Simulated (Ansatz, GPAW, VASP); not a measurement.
# One calculation of Al2O3, 3 ways

```
Al O
1.0
     2.38025    1.37424    4.33187
    -2.38025    1.37424    4.33187
     0.00000   -2.74848    4.33187
Al O
4 6
Direct
  0.85216 0.85216 0.85216
  0.64784 0.64784 0.64784
  0.14784 0.14784 0.14784
  0.35216 0.35216 0.35216
  0.05668 0.75000 0.44332
  0.75000 0.44332 0.05668
  0.44332 0.05668 0.75000
  0.94332 0.25000 0.55668
  0.25000 0.55668 0.94332
  0.55668 0.94332 0.25000
```

Alike in all runs: task single point; functional PBE; k mesh 7 × 7 × 7; occupations gaussian, width 0.011 eV; no spin polarisation; no spin-orbit coupling. Pressure is positive in compression and, in plane waves, holds the error of the finite cutoff, which Ansatz's Pulay term estimates and takes out.

| program and potentials | plane-wave cutoff (eV) | notes | pressure (GPa) |
| --- | --- | --- | --- |
| Ansatz, Ansatz PAW | 420 | Pulay term of +0.89 GPa included | 7.34 |
| GPAW, GPAW PAW data sets (gpaw-data 1.2.1) | 800 | - | 9.72 |
| VASP, PBE PAW files Al, O, 520 eV | 520 | - | 7.20 |

Force on atom 1 (Al), eV/Å:

```tsv
program and potentials	x	y	z
Ansatz, Ansatz PAW	0.000	0.000	-0.029
GPAW, GPAW PAW data sets (gpaw-data 1.2.1)	0.000	0.000	-0.051
VASP, PBE PAW files Al, O, 520 eV	0.000	0.000	-0.027
```

The pressure spans 7.20 (VASP, PBE PAW files Al, O, 520 eV) to 9.72 GPa (GPAW, GPAW PAW data sets (gpaw-data 1.2.1)).

Differences between rows come from potentials, basis sets and numerical settings, since the functional is the same but for its coding. Runs on potential files found faulty are left out.
